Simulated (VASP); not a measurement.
Write the native input for VASP 6.6.1 that does the following.

- Task: relaxation of cell and atoms
- Functional: r2SCAN
- Dispersion: D3(BJ)
- Potentials or basis: VASP PAW PBE potentials, release 64 (W_sv)
- Cutoff: 600 eV
- k mesh: 12 × 12 × 12
- Occupations: fermi-dirac, width 0.05 eV
- Spin: no spin polarisation
- Further INCAR settings: ALGO = Normal; EDIFF = 1e-06; IBRION = 2; EDIFFG = -0.005; NSW = 40; ISIF = 3

The structure of W lies in POSCAR:

```
W
1.0
   -1.5823450000      1.5823450000      1.5823450000
    1.5823450000     -1.5823450000      1.5823450000
    1.5823450000      1.5823450000     -1.5823450000
W
1
Direct
    0.0000000000      0.0000000000      0.0000000000
```

These files were run (other wordings do the same):

INCAR

```
SYSTEM = W
PREC = Accurate ; ENCUT = 600
EDIFF = 1E-6 ; ISMEAR = -1
SIGMA = 0.05 ; LREAL = .False.
LASPH = .True. ; NELM = 60
ALGO = Normal ; ISIF = 3
LWAVE = .False. ; LCHARG = .False.
METAGGA = R2SCAN ; LMIXTAU = .True.
IVDW = 12 ; VDW_S6 = 1.0
VDW_S8 = 0.78981345 ; VDW_A1 = 0.49484001
VDW_A2 = 5.73083694 ; IBRION = 2
NSW = 40 ; EDIFFG = -0.005
```

KPOINTS

```
Automatic mesh
0
Gamma
  12 12 12
  0 0 0
```

Potentials or basis: VASP PAW PBE potentials, release 64 (W_sv).

Run with:

```sh
$ cat potpaw_PBE.64/W_sv/POTCAR > POTCAR
$ mpirun -np 1 vasp_std > vasp.out
```

Results of the run:

The relaxed volume is 15.82 Å³/atom, the relaxed cell is a = 2.739 Å, b = 2.739 Å, c = 2.739 Å, α = 109.47°, β = 109.47°, γ = 109.47° and the space group after relaxing (to 0.05 Å) is Im-3m (No. 229). The energy gained by relaxing is 0.0 meV/atom and the ionic steps are 3. The pressure after relaxing is 0.0 GPa and the band gap on the k mesh is none (metal or under the smearing width). The dispersion energy per atom is -0.327 eV.

Caveat: the PAW data sets were made with another functional, which shifts forces and pressure a little; pairwise dispersion overbinds metals, which lowers pressure and volume.

Wall time 73 s on 1 thread of Intel(R) Xeon(R) 6975P-C (Granite Rapids) (shared host), peak memory 0.17 GiB.
